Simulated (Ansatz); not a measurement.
A run of Ansatz 0.2.0 is set up as follows.

The input run.py:

```python
import json

import ase.io
import numpy as np
from ase.calculators.calculator import CalculationFailed, Calculator
from ase.stress import full_3x3_to_voigt_6_stress
from ase.units import GPa
from ase.eos import EquationOfState

import ansatz as az

class AnsatzCalculator(Calculator):
    implemented_properties = ["energy", "free_energy", "forces", "stress", "magmom"]

    def calculate(self, atoms, properties, system_changes):
        super().calculate(atoms, properties, system_changes)
        structure = atoms.copy()
        structure.set_constraint()
        structure.set_momenta(None)
        structure.set_masses(None)
        outcome = (
            az.Crystal.from_ase(structure)
            .calculation()
            .basis(xc_grid=3)
            .kpoints(10, 10, 6)
            .functional("r2scan", dispersion="rvv10")
            .pseudopotentials(kind="paw_fr")
            .spin("noncollinear", soc=True)
            .scf(tolerance=2e-10)
            .occupations(method="tetrahedron")
            .forces()
            .stress()
            .run(threads=2)
        )
        if not outcome.report["converged"]:
            raise CalculationFailed("SCF not converged")
        report = outcome.report
        self.results = {
            "free_energy": report["lagrangian_ev"],
            "energy": report["lagrangian_ev"],
            "forces": np.array(report["forces_ev_ang"]),
            "stress": -GPa * full_3x3_to_voigt_6_stress(report["stress_gpa"]),
            "magmom": report["magnetization_mub"],
        }

np.set_printoptions(precision=5, suppress=True, linewidth=110)
atoms = ase.io.read("Ta2C.cif")
atoms.info.pop("occupancy", None)
atoms.calc = AnsatzCalculator()
cell = atoms.cell.copy()
volumes, energies = [], []
for x in (0.94, 0.96, 0.98, 1.0, 1.02, 1.04, 1.06):
    atoms.set_cell(cell * x ** (1 / 3), scale_atoms=True)
    volumes.append(atoms.get_volume() / len(atoms))
    energies.append(atoms.get_potential_energy() / len(atoms))
    print(f"x {x:.2f}  V = {volumes[-1]:.4f} A^3/atom  E = {energies[-1]:.6f} eV/atom  P = {-atoms.get_stress()[:3].mean() / GPa:.3f} GPa")
v0, e0, b0 = EquationOfState(volumes, energies, eos="murnaghan").fit()
print(f"V0 = {v0:.4f} A^3/atom, E0 = {e0:.6f} eV/atom, B0 = {b0 / GPa:.2f} GPa")
```

Contents of Ta2C.cif:

```cif
data_Ta2C
_cell_length_a 3.10590000
_cell_length_b 3.10590000
_cell_length_c 4.94640000
_cell_angle_alpha 90.00000000
_cell_angle_beta 90.00000000
_cell_angle_gamma 120.00000000
_space_group_name_H-M_alt 'P1'
_space_group_name_Hall 'P 1'
_space_group_IT_number 1
loop_
_space_group_symop_operation_xyz
'x,y,z'
loop_
_atom_site_label
_atom_site_type_symbol
_atom_site_symmetry_multiplicity
_atom_site_Wyckoff_symbol
_atom_site_fract_x
_atom_site_fract_y
_atom_site_fract_z
_atom_site_occupancy
Ta1 Ta 1 a 0.6666666667 0.3333333333 0.7479900000 1
Ta2 Ta 1 a 0.3333333333 0.6666666667 0.2520100000 1
C1 C 1 a 0.0000000000 0.0000000000 0.0000000000 1
```

Potentials or basis: as the typed override names.

Launch:

```console
$ python run.py
```

Predict the equilibrium volume.

13.72 Å³/atom.

What does it give for the pressure derivative of the bulk modulus?

4.1.

Energy against volume, from the lowest point:
```
volume (Å³/atom)  energy (meV/atom)
          12.948              43.67
          13.223              17.37
          13.499               3.21
          13.774               0.00
          14.050               6.66
          14.325              22.24
          14.601              45.86
```

Caveat: the cell was scaled at fixed shape and fractional positions, which overstates the stiffness of a crystal with free parameters, most of all of layers and chains; with tetrahedron occupations forces and stress needn't match the slope of the energy.
